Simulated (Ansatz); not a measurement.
# AlAu (Pm-3m) in Ansatz: notebook

The runs below take AlAu through single point, equation of state, with PBE0.

Program: Ansatz 0.2.0. These are calculated values, not measurements. Logs are shortened: lines on timing, memory, paths and dates and some standing lists are left out, and cuts for length are marked.

### Step 1. Starting point

Symmetry: Pm-3m, No. 221, cubic system. Conventional cell: a = 3.224 Å, b = 3.224 Å, c = 3.224 Å, α = 90.00°, β = 90.00°, γ = 90.00°. Au (site symmetry m-3m) has 8 Al at 2.79 Å as nearest neighbours. Al (site symmetry m-3m) is surrounded by 8 Au at 2.79 Å.

The cell comes from a database or a generator and needn't be the stable form of this composition.

### Step 2. Single point, PBE0, 15.75 Å³/atom (volume scaled by 0.94)

The input, input:

```
crystal:
  lattice:
    - [3.1581287985, 0.0, 0.0]
    - [0.0, 3.1581287985, 0.0]
    - [0.0, 0.0, 3.1581287985]
  atoms:
    - { symbol: Au, position: [0.5, 0.5, 0.5] }
    - { symbol: Al, position: [0.0, 0.0, 0.0] }
hamiltonian:
  xc: pbe0
  pseudopotentials: { kind: paw }
kpoints:
  mp_grid: { grid: [6, 6, 6] }
scf:
  occupations: { method: fermi_dirac, width: 0.05 }
output:
  forces: true
  stress: true
  eigenvalues: true
```

Potentials or basis: Ansatz PAW.

Output:

```text
Warning: output.stress: scf.convergence.dr2_threshold = 1e-7 eV (the SCF's general default) is looser than the 2e-10 eV advised for a printed stress (1e-10 eV for each atom of the cell: 2). What an SCF threshold leaves in a stress goes as its square root, and in the free energy as the threshold itself, and one threshold admits the most on a small cell: of the crystals measured, under no hybrid functional and no lock of the moments, on runs that ended without the residual-converged pass, on stresses that held no estimate of that error, the worst erred by over 100 MPa in a component at 1e-7 eV an atom and by under 5 at 1e-10. Set scf.convergence.dr2_threshold to 2e-10 eV or tighter. The threshold is an SCF's pass mark: one that does not reach it within its budget of iterations ends unconverged, or closes short of it on a stop that the run arms, and scf.convergence.dr2_threshold's page says what that costs each kind of run
Warning: output.stress: scf.exx.energy_threshold = 1e-6 eV is looser than the 2e-8 eV advised for a stress under a hybrid functional (1e-8 eV for each atom of the cell: 2). Every SCF of the exchange loop can meet its threshold on dr2 while the loop round them stops early: no threshold on dr2 bounds what that leaves in the stress. Set scf.exx.energy_threshold to 2e-8 eV or tighter. The threshold is the loop's pass mark: a loop that does not reach it within its budget of cycles ends unconverged, and scf.exx.energy_threshold's page has the law
GPUs: using 1 of 1 available (devices: 1).
Engine: ansatz 0.2.0, x86_64-unknown-linux-gnu
Pseudopotentials: kind: paw
Pseudopotential: Au, paw, valence charge 19, recommended cutoff 420 eV (normal), Au.paw.azcp
Pseudopotential: Al, paw, valence charge 3, recommended cutoff 420 eV (normal), Al.paw.azcp
Functional definition: PBE0
  parameter a = 0.25
  parameter kappa = 0.804
  parameter beta = 0.06672455060314922
  exchange = (1 - a)*pbe_x(kappa = kappa, mu = beta*pi^2/3) + a*exact_x
  correlation = pbe_c(beta = beta)
device memory: the entry about to start is reckoned to put 0.4 GiB on a device that reports 55.5 GiB free (of which the cap on the GPU budget leaves the run 18.0 GiB)
GPU FFT provider: cuFFT
GPU libraries: cuBLAS 13.8.2, cuFFT 12.4.0, cuSOLVER 12.3.4
Crystal: 2 atoms, lattice volume = 31.498 Å³
Basis set: ecut = 420 eV, 619 PW (Γ), exchange–correlation on 48×48×48 points (8 copies of the dense FFT grid, shifted against one another)
Bands: 15, of which v1, the nominal top of the filled ones, is band 11 counted from 1 (10 counted from 0)
Symmetry: 48 space group operations
Space group: Pm-3m (ITA 221), of the structure as read, at distance tolerance 3.2e-5 Å
k-points: 20 of 216
Non-local potential: Au, projectors of the file, l = 0: 3, l = 1: 2, l = 2: 2, l = 3: 1
Non-local potential: Al, projectors of the file, l = 0: 2, l = 1: 2, l = 2: 1
PAW form: soft (Blöchl's): semilocal exchange-correlation on the pseudo side does not see the compensation charge
PAW frozen core: Au, regenerated for the run's functional, and the local potential with it (the file was generated under x = pbe(κ = 0.804, μ = 0.2195149727645171), c = pbe(β = 0.06672455060314922))
PAW frozen core: Al, regenerated for the run's functional, and the local potential with it (the file was generated under x = pbe(κ = 0.804, μ = 0.2195149727645171), c = pbe(β = 0.06672455060314922))
PAW one-centre angular grid: Au, 590 points (default); XC on 64 Gauss nodes
PAW one-centre angular grid: Al, 110 points (default); XC on 64 Gauss nodes
Initial density: superposition of atomic densities (neutral atoms: chi_scale 0, normalization atom), corrected by the library's trained network
Initial wavefunctions: pseudopotential atomic-orbital guess
GPU buffer pool allocated for 13824 grid points (all kernels)
GPU transforms: local potential and band sums: pruned to the plane-wave sphere, on 24×24×24
Functional: x = pbe(κ = 0.804, μ = 0.2195149727645171), c = pbe(β = 0.06672455060314922), warm-up for x = 0.75 pbe(κ = 0.804, μ = 0.2195149727645171) + 0.25 exact, c = pbe(β = 0.06672455060314922)
SCF iter   1: F=—  HF=-13687.327151 eV  |F-HF|=—  |Δ(HF+E_count)|=         —  Δρ=3.34e-3  dr2=3.90e-3  ethr=1.77e-3  ⟨swp⟩=7.2  Hψ=1260  notcnv=0
preconditioner: auto → none  [insulator: Δε(μ)=0.240 eV  Ē_g=10.571 eV  σ=0.050 eV  W_gap=0.51  n_scr=6 (ndim 8)  ℏωp=24.8 eV  f_vac=0.000  D(μ)=1.16/eV (n_scr^D=6)]
SCF iter   2: F=—  HF=-13687.326207 eV  |F-HF|=—  |Δ(HF+E_count)|=   9.44e-4  Δρ=1.76e-3  dr2=6.17e-4  ethr=1.77e-5  ⟨swp⟩=4.2  Hψ=728  notcnv=0  defer=3
SCF iter   3: F=—  HF=-13687.326158 eV  |F-HF|=—  |Δ(HF+E_count)|=   4.87e-5  Δρ=7.45e-4  dr2=2.24e-4  ethr=2.81e-6  ⟨swp⟩=3.2  Hψ=717  notcnv=0
iter 4 solved again at ethr=1.68e-8 eV; its pass at ethr=1.02e-6 eV (dr2=3.70e-6 eV) is discarded
SCF iter   4: F=—  HF=-13687.326121 eV  |F-HF|=—  |Δ(HF+E_count)|=   3.71e-5  Δρ=1.99e-4  dr2=3.87e-6  ethr=1.68e-8  ⟨swp⟩=3.6  Hψ=1191  notcnv=0
SCF iter   5: F=—  HF=-13687.326125 eV  |F-HF|=—  |Δ(HF+E_count)|=   4.53e-6  Δρ=7.33e-6  dr2=7.00e-9  ethr=1.68e-8  ⟨swp⟩=2.5  Hψ=538  notcnv=0
SCF iter   6: F=-13687.326125 eV  HF=-13687.326125 eV  |F-HF|=4.58e-10  |Δ(HF+E_count)|=   2.39e-8  Δρ=1.93e-6  dr2=3.36e-10  ethr=3.18e-11  ⟨swp⟩=4.5  Hψ=753  notcnv=0
SCF 1 converged in 6 iterations: F = -13687.326125 eV  dr2 = 3.36e-10
device memory: the entry about to start is reckoned to put 1.0 GiB on a device that reports 55.3 GiB free (of which the cap on the GPU budget leaves the run 18.0 GiB)
GPU FFT provider: cuFFT
GPU libraries: cuBLAS 13.8.2, cuFFT 12.4.0, cuSOLVER 12.3.4
Initial density: handed on by an earlier stage of this run
Initial wavefunctions: those handed on with the density
GPU buffer pool allocated for 13824 grid points (all kernels)
GPU transforms: local potential and band sums: pruned to the plane-wave sphere, on 24×24×24
Functional: x = 0.75 pbe(κ = 0.804, μ = 0.2195149727645171) + 0.25 exact, c = pbe(β = 0.06672455060314922)
Exchange kernel: α = 0.2500, full range, Wigner–Seitz truncation, v(0) = 12305.6639 eV·Å³, q-mesh 6×6×6, nearest image of the exchange supercell L = 18.95 Å, pair-density grid 15×15×15, without the augmentation charges, whose exchange is taken in its separable form by FFT convolution over the k-point mesh (sized by the pseudopotential files, 24×24×24 at the most), smooth part of the exact exchange by density-matrix convolution in up to 2.46 GiB of GPU memory as planned if the GPU has room (build and FFT work areas not counted)
Frozen-core exchange: fock
iter 1 solved again at ethr=2.39e-4 eV; its pass at ethr=1.00e-1 eV (dr2=5.26e-2 eV) is discarded
SCF iter   1: F=—  HF=-13687.880846 eV  |F-HF|=—  |Δ(HF+E_count)|=         —  Δρ=1.04e-2  dr2=5.92e-2  ethr=2.39e-4  ⟨swp⟩=3.0  Hψ=1241  notcnv=0
preconditioner: auto → none  [insulator: Δε(μ)=0.589 eV  Ē_g=12.944 eV  σ=0.050 eV  W_gap=0.68  n_scr=6 (ndim 8)  ℏωp=24.8 eV  f_vac=0.000  D(μ)=1.16/eV (n_scr^D=6)]
SCF iter   2: F=—  HF=-13687.867303 eV  |F-HF|=—  |Δ(HF+E_count)|=   1.35e-2  Δρ=6.10e-3  dr2=1.37e-2  ethr=2.34e-4  ⟨swp⟩=3.1  Hψ=810  notcnv=0
SCF iter   3: F=—  HF=-13687.863743 eV  |F-HF|=—  |Δ(HF+E_count)|=   3.56e-3  Δρ=1.62e-3  dr2=9.47e-4  ethr=5.71e-5  ⟨swp⟩=3.0  Hψ=723  notcnv=0
SCF iter   4: F=—  HF=-13687.863800 eV  |F-HF|=—  |Δ(HF+E_count)|=   5.70e-5  Δρ=1.43e-4  dr2=7.39e-4  ethr=9.52e-7  ⟨swp⟩=3.1  Hψ=599  notcnv=0
SCF iter   5: F=—  HF=-13687.869205 eV  |F-HF|=—  |Δ(HF+E_count)|=   5.41e-3  Δρ=9.61e-4  dr2=3.74e-4  ethr=2.58e-8  ⟨swp⟩=4.9  Hψ=1136  notcnv=0
SCF iter   6: F=—  HF=-13687.869108 eV  |F-HF|=—  |Δ(HF+E_count)|=   9.79e-5  Δρ=1.02e-4  dr2=1.30e-4  ethr=2.58e-8  ⟨swp⟩=4.0  Hψ=890  notcnv=0
SCF iter   7: F=—  HF=-13687.869389 eV  |F-HF|=—  |Δ(HF+E_count)|=   2.81e-4  Δρ=1.96e-4  dr2=3.20e-4  ethr=5.62e-9  ⟨swp⟩=4.2  Hψ=901  notcnv=0
SCF iter   8: F=—  HF=-13687.869800 eV  |F-HF|=—  |Δ(HF+E_count)|=   4.11e-4  Δρ=2.53e-4  dr2=2.70e-4  ethr=5.62e-9  ⟨swp⟩=4.0  Hψ=747  notcnv=0
SCF iter   9: F=—  HF=-13687.870183 eV  |F-HF|=—  |Δ(HF+E_count)|=   3.83e-4  Δρ=1.63e-4  dr2=3.75e-5  ethr=5.62e-9  ⟨swp⟩=4.2  Hψ=779  notcnv=0
SCF iter  10: F=—  HF=-13687.870176 eV  |F-HF|=—  |Δ(HF+E_count)|=   6.28e-6  Δρ=2.18e-5  dr2=2.12e-5  ethr=5.62e-9  ⟨swp⟩=4.0  Hψ=754  notcnv=0
Mixer restart at iter 10: flushing history
SCF iter  11: F=-13687.870255 eV  HF=-13687.870255 eV  |F-HF|=1.51e-7  |Δ(HF+E_count)|=   7.82e-5  Δρ=2.68e-5  dr2=8.86e-7  ethr=6.86e-10  ⟨swp⟩=4.2  Hψ=886  notcnv=0
SCF 2 stopped early in 11 iterations: F = -13687.870255 eV  dr2 = 8.86e-7
hybrid outer 1: dexx = +8.923e-3 eV, tail = 3.17e-5 eV
GPU FFT provider: cuFFT
GPU libraries: cuBLAS 13.8.2, cuFFT 12.4.0, cuSOLVER 12.3.4
GPU buffer pool allocated for 13824 grid points (all kernels)
GPU transforms: local potential and band sums: pruned to the plane-wave sphere, on 24×24×24
Exchange kernel: α = 0.2500, full range, Wigner–Seitz truncation, v(0) = 12305.6639 eV·Å³, q-mesh 6×6×6, nearest image of the exchange supercell L = 18.95 Å, pair-density grid 15×15×15, without the augmentation charges, whose exchange is taken in its separable form by FFT convolution over the k-point mesh (sized by the pseudopotential files, 24×24×24 at the most), smooth part of the exact exchange by density-matrix convolution in up to 2.46 GiB of GPU memory as planned if the GPU has room (build and FFT work areas not counted)
Frozen-core exchange: fock
SCF iter   1: F=—  HF=-13687.870249 eV  |F-HF|=—  |Δ(HF+E_count)|=         —  Δρ=7.31e-5  dr2=5.04e-6  ethr=6.45e-7  ⟨swp⟩=3.3  Hψ=695  notcnv=0
preconditioner: auto → none  [insulator: Δε(μ)=0.325 eV  Ē_g=12.819 eV  σ=0.050 eV  W_gap=0.86  n_scr=6 (ndim 8)  ℏωp=24.8 eV  f_vac=0.000  D(μ)=0.51/eV (n_scr^D=0)]
SCF iter   2: F=—  HF=-13687.870326 eV  |F-HF|=—  |Δ(HF+E_count)|=   7.70e-5  Δρ=1.68e-5  dr2=1.03e-6  ethr=6.48e-9  ⟨swp⟩=3.2  Hψ=698  notcnv=0  defer=1
SCF iter   3: F=—  HF=-13687.870328 eV  |F-HF|=—  |Δ(HF+E_count)|=   1.89e-6  Δρ=3.10e-5  dr2=4.41e-7  ethr=1.30e-10  ⟨swp⟩=4.2  Hψ=898  notcnv=0
SCF iter   4: F=-13687.870328 eV  HF=-13687.870328 eV  |F-HF|=1.12e-9  |Δ(HF+E_count)|=   1.89e-8  Δρ=5.98e-6  dr2=4.41e-9  ethr=1.30e-10  ⟨swp⟩=4.1  Hψ=821  notcnv=0
SCF 3 converged in 4 iterations: F = -13687.870328 eV  dr2 = 4.41e-9
  Residual-converged pass: ⟨swp⟩=2.6  Hψ=524  notcnv=0  max |occ|·‖R‖ = 2.4e-6 eV (tolerance 2.4e-6 eV)  dr2=4.40e-9  dr2_onsite=6.63e-10  max |Δocc| = 8.0e-14
hybrid outer 2: dexx = +6.498e-7 eV, tail = 2.50e-8 eV, Δε = 9.35e-3 eV (about 5.85e-4 eV left of the loop's levels)
hybrid SCF converged: 2 outer / 15 inner (+6 warm-up), last move |dexx| = 6.50e-7 eV, tail = 2.50e-8 eV
Stability not checked: this state was not tested for a lower state beside it, because the functional holds exact exchange (a hybrid, or Hartree-Fock), whose exchange loop this test does not read (fock_operator; see scf.lower_state_search)
Free energy (F): -13687.870328 eV
Frozen-core exchange: fock
Harris-Foulkes:  -13687.870328 eV  (|F-HF|=1.12e-9)
Internal energy: -13687.865911 eV  (E = F + TS)
E sigma→0 (E₀):  -13687.868120 eV
Entropy (-TS):   -0.004417 eV (-2.209 meV/atom)
Fermi energy:    16.914586 eV
--- Per-component energies (eV) ---
  E_band       = -336.117680
  E_kinetic    = 630.362405
  E_local      = -2390.242743  (includes V_loc(G=0)·N_el)
  E_nonlocal   = 82.334940
  E_hartree    = 1035.848972
  E_xc         = -208.340320
  E_vxc        = -236.969197  (∫ρ·V_xc dr)
  E_exx        = -83.532551  (= α·E_x^exact, valence–valence)
  E_paw        = -10150.606706  (= ΣΔE_a)
  E_vpaw       = -326.236553  (= ΣTr[D̂ρ^β])
  E_aug_tail   = 0.001426  (compensation charges beyond the density's cutoff)
  E_ewald      = -2601.726453
  E_core_change = -1.964881  (= ΣΔE_core)
  E_smearing   = -0.004417  (= −TS)
  E_closure    = -0.000000  (closes the sum)
  Σ components = -13687.870328   (vs F -13687.870328, Δ=0.00e0)
--- Forces (eV/Å), atoms counted from 1 ---
  atom   1  Au     0.00000000    -0.00000000    -0.00000000
  atom   2  Al    -0.00000000    -0.00000000     0.00000000
  max |Σ_I F_I| component: 1.03e-28 eV/Å
--- Stress (GPa, compression-positive) ---
        5.206202       0.000000       0.000000
        0.000000       5.206202       0.000000
        0.000000       0.000000       5.206202
  P = ⅓ Tr σ = 5.2062 GPa (52.062 kbar)
--- Band table (eV; the first three rows and the last of 20) ---
  k-point 0: bands = ["-95.7473", "-45.9038", "-45.9038", "-45.9038", "2.6422", "7.6607", "7.6607", "10.0764", "10.0764", "10.0764", "20.1228", "20.1228", "20.1228", "24.9197", "24.9197"]
  k-point 1: bands = ["-95.7472", "-45.9147", "-45.9029", "-45.9029", "3.1641", "7.7576", "7.8628", "9.7690", "9.7690", "10.1083", "17.2416", "20.8997", "20.8997", "24.3818", "25.3044"]
  k-point 2: bands = ["-95.7468", "-45.9349", "-45.9010", "-45.9010", "4.6136", "7.9610", "8.0852", "9.2306", "9.2306", "10.1731", "13.2196", "22.8251", "22.8251", "23.3926", "26.0054"]
  k-point 19: bands = ["-95.7450", "-45.9414", "-45.9414", "-45.9414", "7.1939", "7.1939", "7.1939", "10.9834", "10.9834", "16.1056", "17.3731", "17.3731", "17.3731", "19.8961", "20.9563"]
```

Run time: 14 s. Hardware: 1 × NVIDIA H100 80GB HBM3 with 2 threads of AMD EPYC 7R13 (Zen 3), shared host; peak memory 2.1 GiB.

Results:

- Free energy: -13687.8703 eV
- Pressure: 5.2 GPa
- Band gap on the k mesh: none (metal or under the smearing width)

Caveat: the PAW data sets come from PBE, with cores solved anew for the run's functional, which leaves a small shift of forces and pressure; the thresholds are loose for stress.

### Step 3. Single point, PBE0, 16.08 Å³/atom (volume scaled by 0.96)

Edit input of step 2 so:

```diff
@@ -2,5 +2,5 @@
   lattice:
-    - [3.1581287985, 0.0, 0.0]
-    - [0.0, 3.1581287985, 0.0]
-    - [0.0, 0.0, 3.1581287985]
+    - [3.1803698749, 0.0, 0.0]
+    - [0.0, 3.1803698749, 0.0]
+    - [0.0, 0.0, 3.1803698749]
   atoms:
@@ -19 +19,5 @@
   eigenvalues: true
+  write_density: true
+  write_potential: true
+  elf: true
+  volumetric_format: npy
```

Potentials or basis: Ansatz PAW.

It took 27 s on 1 × NVIDIA H100 80GB HBM3 with 2 threads of AMD EPYC 7R13 (Zen 3), shared host; peak memory 2.1 GiB.

Results (log left out):

* Free energy: -13687.8853 eV
* Pressure: 2.0 GPa
* Band gap on the k mesh: none (metal or under the smearing width)

Caveat: the PAW data sets come from PBE, with cores solved anew for the run's functional, which leaves a small shift of forces and pressure; the thresholds are loose for stress.

### Step 4. Single point, PBE0, 16.42 Å³/atom (volume scaled by 0.98)

The input, input:

```
crystal:
  lattice:
    - [3.2023041534, 0.0, 0.0]
    - [0.0, 3.2023041534, 0.0]
    - [0.0, 0.0, 3.2023041534]
  atoms:
    - { symbol: Au, position: [0.5, 0.5, 0.5] }
    - { symbol: Al, position: [0.0, 0.0, 0.0] }
hamiltonian:
  xc: pbe0
  pseudopotentials: { kind: paw }
kpoints:
  mp_grid: { grid: [6, 6, 6] }
scf:
  occupations: { method: fermi_dirac, width: 0.05 }
output:
  forces: true
  stress: true
  eigenvalues: true
```

Run time: 37 s. Hardware: 1 × NVIDIA H100 80GB HBM3 with 2 threads of AMD EPYC 7R13 (Zen 3), shared host; peak memory 2.1 GiB.

Results (log left out):

```
Free energy            : -13687.8879 eV
Pressure               : -0.8 GPa
Band gap on the k mesh : none (metal or under the smearing width)
```

Caveat: the PAW data sets come from PBE, with cores solved anew for the run's functional, which leaves a small shift of forces and pressure; the thresholds are loose for stress.

### Step 5. Single point, PBE0, 16.75 Å³/atom

Edit input of step 4 so:

```diff
@@ -2,5 +2,5 @@
   lattice:
-    - [3.2023041534, 0.0, 0.0]
-    - [0.0, 3.2023041534, 0.0]
-    - [0.0, 0.0, 3.2023041534]
+    - [3.223942, 0.0, 0.0]
+    - [0.0, 3.223942, 0.0]
+    - [0.0, 0.0, 3.223942]
   atoms:
```

It took 23 s on 1 × NVIDIA H100 80GB HBM3 with 2 threads of AMD EPYC 7R13 (Zen 3), shared host; peak memory 2.1 GiB.

The run converged. Its results:

```
Free energy            : -13687.8792 eV
Pressure               : -3.3 GPa
Band gap on the k mesh : none (metal or under the smearing width)
```

Caveat: the PAW data sets come from PBE, with cores solved anew for the run's functional, which leaves a small shift of forces and pressure; the thresholds are loose for stress.

### Step 6. Single point, PBE0, 17.09 Å³/atom (volume scaled by 1.02)

Edit input of step 5 so:

```diff
@@ -2,5 +2,5 @@
   lattice:
-    - [3.223942, 0.0, 0.0]
-    - [0.0, 3.223942, 0.0]
-    - [0.0, 0.0, 3.223942]
+    - [3.2452932315, 0.0, 0.0]
+    - [0.0, 3.2452932315, 0.0]
+    - [0.0, 0.0, 3.2452932315]
   atoms:
```

Potentials or basis: Ansatz PAW.

It took 19 s on 1 × NVIDIA H100 80GB HBM3 with 2 threads of AMD EPYC 7R13 (Zen 3), shared host; peak memory 2.1 GiB.

The run converged. Its results:

- Free energy: -13687.8608 eV
- Pressure: -5.5 GPa
- Band gap on the k mesh: none (metal or under the smearing width)

Caveat: the PAW data sets come from PBE, with cores solved anew for the run's functional, which leaves a small shift of forces and pressure; the thresholds are loose for stress.

### Step 7. Single point, PBE0, 17.42 Å³/atom (volume scaled by 1.04)

Edit input of step 6 so:

```diff
@@ -2,5 +2,5 @@
   lattice:
-    - [3.2452932315, 0.0, 0.0]
-    - [0.0, 3.2452932315, 0.0]
-    - [0.0, 0.0, 3.2452932315]
+    - [3.2663671547, 0.0, 0.0]
+    - [0.0, 3.2663671547, 0.0]
+    - [0.0, 0.0, 3.2663671547]
   atoms:
```

Run time: 12 s. Hardware: 1 × NVIDIA H100 80GB HBM3 with 2 threads of AMD EPYC 7R13 (Zen 3), shared host; peak memory 2.1 GiB.

It converged, with:

```
Free energy            : -13687.8337 eV
Pressure               : -7.4 GPa
Band gap on the k mesh : none (metal or under the smearing width)
```

Caveat: the PAW data sets come from PBE, with cores solved anew for the run's functional, which leaves a small shift of forces and pressure; the thresholds are loose for stress.

### Step 8. Single point, PBE0, 17.76 Å³/atom (volume scaled by 1.06)

Edit input of step 7 so:

```diff
@@ -2,5 +2,5 @@
   lattice:
-    - [3.2663671547, 0.0, 0.0]
-    - [0.0, 3.2663671547, 0.0]
-    - [0.0, 0.0, 3.2663671547]
+    - [3.2871726019, 0.0, 0.0]
+    - [0.0, 3.2871726019, 0.0]
+    - [0.0, 0.0, 3.2871726019]
   atoms:
@@ -19 +19,5 @@
   eigenvalues: true
+  write_density: true
+  write_potential: true
+  elf: true
+  volumetric_format: npy
```

Run time: 10 s. Hardware: 1 × NVIDIA H100 80GB HBM3 with 2 threads of AMD EPYC 7R13 (Zen 3), shared host; peak memory 2.2 GiB.

Results (log left out):

* Free energy: -13687.7991 eV
* Pressure: -9.1 GPa
* Band gap on the k mesh: none (metal or under the smearing width)

Caveat: the PAW data sets come from PBE, with cores solved anew for the run's functional, which leaves a small shift of forces and pressure; the thresholds are loose for stress.

### Step 9. Equation of state, PBE0

Potentials or basis: Ansatz PAW.

No new run: the results of the series are fitted here.

What came out:

```
Equilibrium volume                      : 16.32 Å³/atom
Bulk modulus                            : 134 GPa
Pressure derivative of the bulk modulus : 5.1
```

Energy against volume, from the lowest point:
```tsv
volume (Å³/atom)	energy (meV/atom)
15.749	8.77
16.084	1.28
16.419	0.00
16.755	4.34
17.090	13.54
17.425	27.08
17.760	44.39
```

Caveat: the PAW data sets were made with another functional, which shifts forces and pressure a little.
